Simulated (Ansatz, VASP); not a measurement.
One calculation of ZrC, two programs

The input INCAR:

```
ALGO = Normal
EDIFF = 1E-6
ENCUT = 520
GGA = PE
ISIF = 2
ISMEAR = -1
LASPH = True
LCHARG = False
LREAL = False
LWAVE = False
NBANDS = 15
NELM = 80
PREC = Accurate
SIGMA = 0.05
```

KPOINTS

```
k-points
0
Gamma
  14 14 14
```

POSCAR

```
ZrC
1.0
    0.0000000000      2.3543090120      2.3543090120
    2.3543090120      0.0000000000      2.3543090120
    2.3543090120      2.3543090120      0.0000000000
Zr C
1 1
Direct
    0.0000000000      0.0000000000      0.0000000000
    0.5000000000      0.5000000000      0.5000000000
```

Input for Ansatz:

```yaml
crystal:
  lattice:
    - [0.0, 2.354309012, 2.354309012]
    - [2.354309012, 0.0, 2.354309012]
    - [2.354309012, 2.354309012, 0.0]
  atoms:
    - { symbol: Zr, position: [0.0, 0.0, 0.0] }
    - { symbol: C, position: [0.5, 0.5, 0.5] }
kpoints:
  mp_grid: { grid: [14, 14, 14] }
  band_path:
    path:
      - [0.0, 0.0, 0.0]
      - [0.5, 0.0, 0.5]
      - [0.625, 0.25, 0.625]
      - [0.375, 0.375, 0.75]
      - [0.0, 0.0, 0.0]
      - [0.5, 0.5, 0.5]
      - [0.5, 0.25, 0.75]
      - [0.5, 0.0, 0.5]
    npoints: 5
scf:
  occupations: { method: fermi_dirac, width: 0.05 }
hamiltonian:
  xc: pbe
  pseudopotentials:
    kind: all_electron
    lapw: { basis_error: 0.0005 }
    relativity: none
output:
  forces: true
  stress: true
  eigenvalues: true
```

Alike in both runs: task single point; functional PBE; k mesh 14 × 14 × 14; occupations fermi-dirac, width 0.05 eV; no spin polarisation.

|  | VASP | Ansatz |
| --- | --- | --- |
| version | VASP 6.6.1 | Ansatz 0.2.0 |
| potentials or method | VASP PAW PBE potentials, release 64 (Zr_sv, C) | all-electron LAPW, non-relativistic |
| plane-wave cutoff (eV) | 520 | see its input |

VASP gave:

```
pressure (GPa) : 0.3
```

Problem. Estimate Ansatz's values.

Solution. Pressure (GPa): 1.4.

Ansatz ran all-electron here, so the differences hold the error of VASP's frozen core and of both bases.
